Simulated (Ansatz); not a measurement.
# Σ5 (210) boundary in fcc Rh with Bi (substitutional): structure and resistance, part 2 of 2

Wanted: what the Σ5 (210) boundary in fcc Rh with Bi (substitutional) costs an interconnect.

Ansatz 0.2.0; Ansatz plane-wave DFT, PBE, PAW files; relaxation of a bicrystal slab with its lowest layers held; PAW set soft_1 (the session's first sound run).

So far. Step 2 (Relaxing the bicrystal): The largest force component on a free atom ends at 0.027 eV/Å, under the tolerance of 0.03, after 12 steps.

## (3) Transmission across the boundary

Bulk layers of each grain are laid under and over the relaxed boundary, and a lead is named in the middle of each, away from the free faces. The mesh across the current, 18×18, is finer than the density's, because channels open and close sharply across the zone. Energies from -0.1 to 0.1 eV in steps of 0.05 eV are too few for the program's thermal sum, so it prints no conductance; for a metal the transmission near the Fermi level serves, at a fraction of the cost.

This step: Ansatz plane-wave DFT, PBE, PAW files; ballistic transport by layer matching (Landauer), zero bias; boundary relaxed in a short slab, bulk layers laid on; PAW set soft_1 (Ansatz 0.2.0).

System of this step: Σ5 (210) boundary in fcc Rh with Bi (substitutional). The cell holds 48 atoms: 47 Rh and 1 Bi. Cell: a = 4.658 Å, b = 3.803 Å, c = 49.156 Å, α = 90.0°, β = 90.0°, γ = 65.9°. It derives from Rh. Regions: lower grain, 20 atoms (20 Rh); boundary, 12 atoms (11 Rh and 1 Bi); upper grain, 16 atoms (16 Rh). Vacuum lies along c.

The input, input.yaml:

```yaml
crystal:
  lattice:
    - [4.6578272204, 0.0, 0.0]
    - [1.5526090735, 3.4717394307, 0.0]
    - [0.0, 0.0, 49.1558815196]
  atoms:
    - { symbol: Rh, position: [-15.6, 7.7999999999, 0.0813737823] }
    - { symbol: Rh, position: [-15.0, 7.4999999999, 0.0986738283] }
    - { symbol: Rh, position: [-14.4, 7.1999999999, 0.1159738743] }
    - { symbol: Rh, position: [-13.8, 6.9, 0.1332739203] }
    - { symbol: Rh, position: [-13.2, 6.6, 0.1505739664] }
    - { symbol: Rh, position: [-12.6, 6.3, 0.1678740124] }
    - { symbol: Rh, position: [-12.0, 6.0, 0.1851740584] }
    - { symbol: Rh, position: [-11.4, 5.7, 0.2024741044] }
    - { symbol: Rh, position: [-10.8, 5.4, 0.2197741504] }
    - { symbol: Rh, position: [-10.2, 5.1, 0.2370741965] }
    - { symbol: Rh, position: [-9.6, 4.8, 0.2543742425] }
    - { symbol: Rh, position: [-9.0, 4.5, 0.2716742885] }
    - { symbol: Rh, position: [-8.4, 4.2, 0.2889743345] }
    - { symbol: Rh, position: [-7.8, 3.9, 0.3062743805] }
    - { symbol: Rh, position: [-7.2, 3.6, 0.3235744266] }
    - { symbol: Rh, position: [-6.6, 3.3, 0.3408744726] }
    - { symbol: Rh, position: [-6.0, 3.0, 0.3581745186] }
    - { symbol: Rh, position: [-5.4, 2.7, 0.3754745646] }
    - { symbol: Rh, position: [-4.8, 2.4, 0.3927746106] }
    - { symbol: Rh, position: [-4.2, 2.1, 0.4100746567] }
    - { symbol: Rh, position: [0.4, 0.8, 0.4273747027] }
    - { symbol: Rh, position: [0.9979915886, 0.5010042057, 0.4446771171] }
    - { symbol: Rh, position: [0.5967513804, 0.2016243098, 0.4622702382] }
    - { symbol: Rh, position: [0.2036807765, 0.8981596118, 0.4796316382] }
    - { symbol: Rh, position: [0.795729176, 0.602135412, 0.4963042706] }
    - { symbol: Rh, position: [0.4008456886, 0.2995771557, 0.516230621] }
    - { symbol: Bi, position: [-0.0132410964, 0.0066205482, 0.5375029334] }
    - { symbol: Rh, position: [0.5143118022, 0.7428440989, 0.5702731013] }
    - { symbol: Rh, position: [-0.0981884711, 1.0490942356, 0.5908821017] }
    - { symbol: Rh, position: [0.3090556225, 0.3454721888, 0.6057542774] }
    - { symbol: Rh, position: [0.7067919545, 0.6466040227, 0.623944284] }
    - { symbol: Rh, position: [0.109568867, 0.9452155665, 0.6418254814] }
    - { symbol: Rh, position: [-4.490431133, 2.2452155665, 0.6591255274] }
    - { symbol: Rh, position: [-5.090431133, 2.5452155665, 0.6764255734] }
    - { symbol: Rh, position: [-5.690431133, 2.8452155665, 0.6937256195] }
    - { symbol: Rh, position: [-6.290431133, 3.1452155665, 0.7110256655] }
    - { symbol: Rh, position: [-6.890431133, 3.4452155665, 0.7283257115] }
    - { symbol: Rh, position: [-7.490431133, 3.7452155665, 0.7456257575] }
    - { symbol: Rh, position: [-8.090431133, 4.0452155665, 0.7629258035] }
    - { symbol: Rh, position: [-8.690431133, 4.3452155665, 0.7802258496] }
    - { symbol: Rh, position: [-9.290431133, 4.6452155665, 0.7975258956] }
    - { symbol: Rh, position: [-9.890431133, 4.9452155665, 0.8148259416] }
    - { symbol: Rh, position: [-10.490431133, 5.2452155665, 0.8321259876] }
    - { symbol: Rh, position: [-11.090431133, 5.5452155665, 0.8494260336] }
    - { symbol: Rh, position: [-11.690431133, 5.8452155665, 0.8667260797] }
    - { symbol: Rh, position: [-12.290431133, 6.1452155664, 0.8840261257] }
    - { symbol: Rh, position: [-12.890431133, 6.4452155664, 0.9013261717] }
    - { symbol: Rh, position: [-13.490431133, 6.7452155664, 0.9186262177] }
kpoints:
  mp_grid: { grid: [7, 7, 1] }
hamiltonian:
  xc: pbe
  pseudopotentials: { kind: paw, azcp: { folder: soft_1 } }
scf:
  occupations: { method: fermi_dirac, width: 0.1 }
output:
  transmission:
    leads: [[11, 12], [38, 39]]
    kmesh: [18, 18]
    e_range: [-0.1, 0.1]
    de: 0.05
  write_potential: true
  write_density: true
  volumetric_format: npy
  elf: true
```

Command:

```sh
$ ansatz run input.yaml --threads 4 --pin off --max-ram 15360MiB --backend cpu --events-out ev --progress --plain --runs-dir out
```

Numbers of over 12 decimals in the logs are rounded to 6 here.

The program printed:

```text
[...]
Crystal: 48 atoms, lattice volume = 794.888 Å³
Basis set: ecut = 420 eV, 15569 PW (Γ)
Bands: 489, of which v1, the nominal top of the filled ones, is band 407 counted from 1 (406 counted from 0)
Symmetry: 2 space group operations
[...]
k-points: 16 of 49 (time reversal used)
[...]
SCF iter   1: F=—  HF=-313353.077187 eV  |F-HF|=—  |Δ(HF+E_count)|=         —  Δρ=9.57e-2  dr2=1.25e2  ethr=3.10e-3  ⟨swp⟩=6.0  Hψ=25505  notcnv=0  defer=337
[...]
SCF iter  12: F=-313331.747680 eV  HF=-313331.747680 eV  |F-HF|=8.80e-8  |Δ(HF+E_count)|=   1.85e-8  Δρ=2.17e-6  dr2=9.82e-8  ethr=1.23e-11  ⟨swp⟩=11.0  Hψ=28218  notcnv=0
SCF 1 converged in 12 iterations: F = -313331.747680 eV  dr2 = 9.82e-8
[...]
transmission: 576 of 5733 steps passed
transmission: 1150 of 5733 steps passed
[...]
transmission: 5733 of 5733 steps passed
WARN: The output density's exchange-correlation potential varies sharply where the density is thin. Do not read a vacuum level from v_tot or v_xc, or from such a field of the output density. On a cell that repeats whose density bears no net charge and no dipole along the vacuum's axis use v_es (v_loc + v_h of the components); under efield.dipole_correction with no amplitude use v_es + v_field, which holds any externa [...]
SCF converged after 12 iterations
Free energy (F): -313331.747680 eV
[...]
Internal energy: -313329.443070 eV  (E = F + TS)
E sigma→0 (E₀):  -313330.595375 eV
Entropy (-TS):   -2.304610 eV (-48.013 meV/atom)
Fermi energy:    17.958225 eV
[...]
--- Band table (eV; the first three rows and the last of 16) ---
  k-point 0: bands = [... 403 lower, 17.8717, 17.9890, 17.9913, 17.9942, 18.0122, 18.0269, 18.0337, 18.0932, ... 78 higher]
  k-point 1: bands = [... 403 lower, 17.9076, 17.9290, 17.9581, 17.9894, 18.0244, 18.0435, 18.0612, 18.0891, ... 78 higher]
  k-point 2: bands = [... 403 lower, 17.7584, 17.7888, 17.8463, 17.9042, 17.9841, 18.0042, 18.0355, 18.0614, ... 78 higher]
  k-point 15: bands = [... 403 lower, 18.1304, 18.1447, 18.1592, 18.1678, 18.1941, 18.2030, 18.2075, 18.2120, ... 78 higher]
--- Transmission ---
  basis      : 141 plane waves across, 63 finite elements along
  points     : 91, standing for a mesh of 18 x 18
  energies   : 5 from -0.100000 to 0.100000 eV about the Fermi level, 0.050000 eV apart; the leads are filled to 0.000000 eV, and channels, transmission and decay are at 0.000000 eV
  crystal 0  : Rh3, at the sites [11, 12], period 2.5512 Å, over 18.71 Å; its Hamiltonian steps by up to 10.2 meV
    offset         : up to 0.0000 Å between an atom of the period and one for which it stands
    channels       : 4.882716e0 a spin
    conductance    : none, the energies end too early or step too widely for 300 K: set another output.transmission.e_range or a lower de, or, where they end at an eighth of basis.ecutwfc, a higher one
[...]
channels       : 4.895062e0 a spin
[...]
junction   : crystal 0 to crystal 1, 13.20 to 35.95 Å
    transmission   : 1.580595e0 a spin
[...]
```

Elapsed: 9.2 min, on 4 threads of Intel Xeon Platinum 8488C (Sapphire Rapids), shared host; peak memory 10 GiB.

Reading the cycles: dr2 is the Hartree energy of the density residual (eV), the measure of convergence; HF is the Harris–Foulkes estimate of the energy, which meets the free energy F at convergence.

Numbers from this step:

| Property | Result |
| --- | --- |
| free energy | -313331.7477 eV |
| energy at zero smearing | -313330.5954 eV |
| Fermi energy | 17.96 eV |
| cell area | 16.17 Å² |
| transmission per spin nearest the Fermi level | 1.581 |
| open channels per spin nearest the Fermi level | 4.883 |
| open channels per spin, upper lead | 4.895 |
| step of the lead's potential | 10.2 meV |
| step of the upper lead's potential | 8.9 meV |

Per spin. Transmission, zone mean against energy, zero at the Fermi level:

```tsv
energy (eV)	transmission, zone mean
-0.1000	1.53
-0.0500	1.57
0.0000	1.58
0.0500	1.62
0.1000	1.66
```

Per spin. The open channels, zone mean by energy, zero at the Fermi level:

```tsv
energy (eV)	lead	upper lead
-0.1000	4.78	4.79
-0.0500	4.87	4.89
0.0000	4.88	4.90
0.0500	4.92	4.92
0.1000	5.11	5.11
```

Transmission over k1 and k2. At 0.0000 eV from the Fermi level.

Values, 12 rows by 16 columns, each cell a mean:
```
1.64 1.43 1.26 1.48 1.42 1.33 1.51 1.59 1.07 1.39 1.52 1.38 1.40 1.53 1.33 1.08
1.43 1.50 1.47 1.59 1.43 1.37 1.42 1.36 1.41 1.50 1.49 1.47 1.48 1.49 1.36 1.38
1.84 1.88 1.86 1.86 1.89 1.54 1.06 0.85 1.03 1.12 1.14 1.12 1.04 0.96 1.04 1.56
1.89 1.90 1.95 1.92 2.04 1.61 1.38 1.21 1.02 0.98 1.00 1.12 1.24 1.30 1.66 2.06
2.34 2.35 2.28 2.22 1.79 1.69 1.87 1.66 1.64 1.61 1.75 1.78 1.77 1.60 2.14 2.20
2.24 2.24 2.16 2.04 2.09 2.12 2.05 1.80 1.47 1.72 2.01 2.19 2.05 1.97 2.15 2.25
2.32 2.27 2.14 1.78 1.87 1.95 1.86 1.59 1.62 1.83 2.00 1.79 1.92 2.21 2.31 2.33
2.06 2.19 1.92 1.54 1.61 1.40 1.32 1.28 1.39 1.54 1.64 1.68 2.05 2.07 2.11 2.16
1.85 1.58 1.05 0.83 0.82 0.89 0.91 0.89 0.81 0.73 1.03 1.52 1.89 1.73 1.89 1.71
1.50 1.39 1.25 1.34 1.41 1.45 1.44 1.43 1.36 1.23 1.32 1.53 1.72 1.84 1.73 1.75
1.56 1.23 1.37 1.54 1.43 1.41 1.52 1.46 1.20 1.50 1.49 1.25 1.27 1.36 1.11 1.39
1.25 1.44 1.42 1.46 1.33 1.43 1.48 1.56 1.04 1.67 1.47 1.42 1.42 1.49 1.42 1.65
```
Columns: k1 (b1) from -0.5 to 0.444; rows upwards: k2 (b2) from -0.5 to 0.444.

Open channels over k1 and k2. At 0.0000 eV from the Fermi level.

Values, 12 rows by 16 columns, each cell a mean:
```
5.59 4.93 4.67 4.96 4.96 4.89 5.00 5.30 5.59 5.00 4.89 4.37 4.56 5.00 5.00 5.30
5.07 5.44 4.67 4.67 5.04 5.11 5.00 4.11 5.00 4.85 4.22 4.00 4.56 5.00 4.48 4.63
5.30 4.93 4.56 4.78 5.15 5.22 4.04 2.78 2.67 2.81 3.33 3.04 2.67 2.89 3.78 5.48
6.04 6.41 6.33 6.11 5.74 4.33 3.74 3.37 2.67 2.67 2.67 2.96 3.33 3.56 4.44 6.15
8.00 8.00 7.44 6.04 4.93 4.33 4.33 4.33 4.93 4.48 4.78 4.33 4.33 4.33 5.89 6.63
8.00 8.00 7.44 6.04 5.67 5.22 5.00 5.00 5.59 5.00 5.00 5.30 5.67 5.67 7.22 7.96
7.93 7.19 6.00 4.67 4.67 4.67 4.93 4.70 4.96 4.67 4.67 4.67 5.04 6.22 7.70 8.00
6.67 6.37 4.89 4.00 4.00 3.56 3.59 3.37 3.70 4.00 4.00 4.30 5.78 6.22 7.04 7.33
5.63 5.04 3.67 2.70 2.33 2.56 2.67 2.37 2.33 2.56 3.78 4.81 5.37 5.00 5.19 5.04
5.04 5.04 4.11 4.33 3.96 3.89 4.00 4.30 4.26 3.89 4.89 5.48 5.30 4.78 4.67 5.56
5.26 4.74 5.00 5.00 4.44 4.22 4.85 5.00 5.26 4.74 5.00 4.70 4.52 4.44 4.33 4.93
4.81 5.78 5.00 5.00 4.81 4.89 5.00 5.59 4.81 5.78 5.00 5.00 5.19 5.11 5.00 5.59
```
Columns: k1 (b1) from -0.5 to 0.444; rows upwards: k2 (b2) from -0.5 to 0.444.

Electrostatic potential energy in the ca plane at fractional y = 0.045, with atoms of Rh and Bi within 0.2 Å of it. With pseudopotentials it is smooth inside the atoms' cores, unlike the true potential.

Values in eV, 7 rows by 16 columns, each cell a mean:
```
-19   4 -37   8  19  15  18  10 -33 -13 -10 -44   6   1   7  20
 13   2 -42   4   1  -2  20  17   0  10   6 -22  15  19  13  18
 19  16   0  16 -13 -17  18  13  16  20  18  16  18  17 -12   7
 17  17  17  14   9   8  18   4  15  19  15  16  15  18  -3  10
 18  17  13   0  17   8  12  14  17  18  15  16  16  16  15  13
 10  19  17  11  17 -22 -11  17   2  11  18  17  18 -15  -4  12
-21  18  11  18  19  -9  -1  10 -32 -11   7 -19  13 -32 -18  18
```
Columns run along c (16.0 Å, from fractional 0.36 to 0.69 of the cell; values clipped at the 3rd and 97th percentile), rows up along a (4.7 Å). Atoms in or near the plane, at fractional coordinates: Rh at (0.41, 0.80), Bi at (0.54, 0.99), Rh at (0.59, 0.90).

Valence density in the ca plane at fractional y = 0.045, with atoms of Rh and Bi within 0.2 Å of it. It is the smooth field of the valence electrons, not physical close to the nuclei.

Ten steps, logarithmic in the rise over the least value, from '0' (0 e/Å³) to '9' (12 e/Å³), each cell a mean:
```
97323687521001222110147887424799852246652100
75225899731122221000135775323799852112321100
32125899731245542000123443112577631001122211
11113677522367752111122110001233321111245421
11111233211367752112332100001111111112356532
22211111221245532113443100012211222111356532
22221112332222221113443100123222232111234322
11222123443211233222232100122222232111222223
11111123443212466531111111111111111123432124
32111112332112578641112332111111111257763224
75211112211112578631125665311244321378974212
97411343210001355421147887422578742368874111
```
Columns run along c (16.0 Å, from fractional 0.36 to 0.69 of the cell), rows up along a (4.7 Å). Atoms in or near the plane, at fractional coordinates: Rh at (0.41, 0.80), Bi at (0.54, 0.99), Rh at (0.59, 0.90).

ELF in the ca plane at fractional y = 0.045, with atoms of Rh and Bi within 0.2 Å of it. It is the smooth field of the valence electrons, not physical close to the nuclei.

Ten even steps from '0' (0.11) to '9' (0.74), each cell a mean:
```
96222677411111211111231001433799842235542111
74224899721112221111233223432699841112222111
21114899622135421111234444321467521111221111
21112566312257741111123333211122221111123312
21112122222257741221221121001222222112256422
21122222212234421212332111011222112222246422
21222221222221222222342111112222121222123222
22221222342122222122221122111222121222222222
22211122332121256322112333211122111212222212
21211121121222478521233444322222112246742212
74211122211111477521233223432123212268973221
96211232211111244311232001432478632258873111
```
Columns run along c (16.0 Å, from fractional 0.36 to 0.69 of the cell), rows up along a (4.7 Å). Atoms in or near the plane, at fractional coordinates: Rh at (0.41, 0.80), Bi at (0.54, 0.99), Rh at (0.59, 0.90).

Over the solved energies the transmission per spin lies between 1.53 and 1.66, out of 4.91 channels of the lead on average (up to 5.11).

## (4) Specific resistance

This step: Ansatz plane-wave DFT, PBE, PAW files; ballistic transport by layer matching (Landauer), zero bias; specific resistance of the boundary; PAW set soft_1 (Ansatz 0.2.0).

This step gave:

| Quantity | Value |
| --- | --- |
| area resistance | 0.8870 fΩ m² |
| T over the leads' mean channel count | 0.3236 |

Averaged over the energies near the Fermi level, 32.4 % of the channels pass, which makes 0.887 fΩ m².

By hand, with T and the leads' channels N averaged over the energies near the Fermi level: RA = A (h/2e²)(1/T − ½[1/N₁ + 1/N₂]) = 16.17×10⁻²⁰ m² × 12 906 Ω × (1/1.591 − ½[1/4.913 + 1/4.922]) = 0.887 fΩ m².

## (5) What came out

```
specific resistance of the boundary : 0.887 fΩ m²
share of channels that pass         : 0.324
```

The boundary has a specific resistance of 0.89 fΩ m². The boundary reflects 68 % of the channels; 0.89 fΩ m² is 8.9×10⁻¹² Ω·cm². One Bi in 16.2 Å² of boundary is a high coverage. In the relaxation the upper grain slid sideways by about 1.3 Å, so the result belongs to the position that it found, not to the starting one. Each plane of this narrow cell holds one atom, so the solute fills a whole plane. One starting structure was relaxed; another shift or atom count at the boundary may lie lower. Spin-orbit coupling is left out, which matters for Bi.

[Logs are printed without paths, hosts, clocks, repeated set-up lines and the standing remarks that a program may print on its own settings, such as how far it seeks lower states.]

[Hosts, paths, dates, database ids (printed as entryN), source tags and the programs' standing remarks are cut or masked in the printed files.]
